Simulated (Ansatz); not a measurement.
# Ni in Ansatz: the effect of functional

Crystal: Ni.

```
Ni
1.0
    -1.39288    1.39288    1.39288
     1.39288   -1.39288    1.39288
     1.39288    1.39288   -1.39288
Ni
1
Direct
  0.00000 0.00000 0.00000
```

This isn't the form of Ni at room conditions, which is fcc.

The cell isn't the ideal one: volume scaled by 1.02.

Alike in all runs:

```yaml
Program: Ansatz 0.2.0
Task: single point
Potentials_or_basis: Ansatz PAW
k_mesh: 13 × 13 × 13
Occupations: fermi-dirac, width 0.05 eV
Spin: collinear spin, ferromagnetic start
Starting_moments: "[1.0] μB"
```

**Question.** One run gave: pressure -13.9 GPa; moment 0.57 μB. Which functional did it use?
A. PBEsol
B. LDA
C. r2SCAN

**Answer.** B.

```tsv
functional	cutoff	pressure (GPa)	moment (μB)
LDA	420 eV (not typed: the program's choice for these potentials)	-13.9	0.57
PBEsol	420 eV (not typed: the program's choice for these potentials)	-6.4	0.60
r2SCAN	500 eV (not typed: the program's choice for these potentials)	-4.4	0.65
```

Caveats: the PAW data sets come from PBE, with cores solved anew for the run's functional, which leaves a small shift of forces and pressure; the magnetic or orbital state may not be the lowest (some runs).
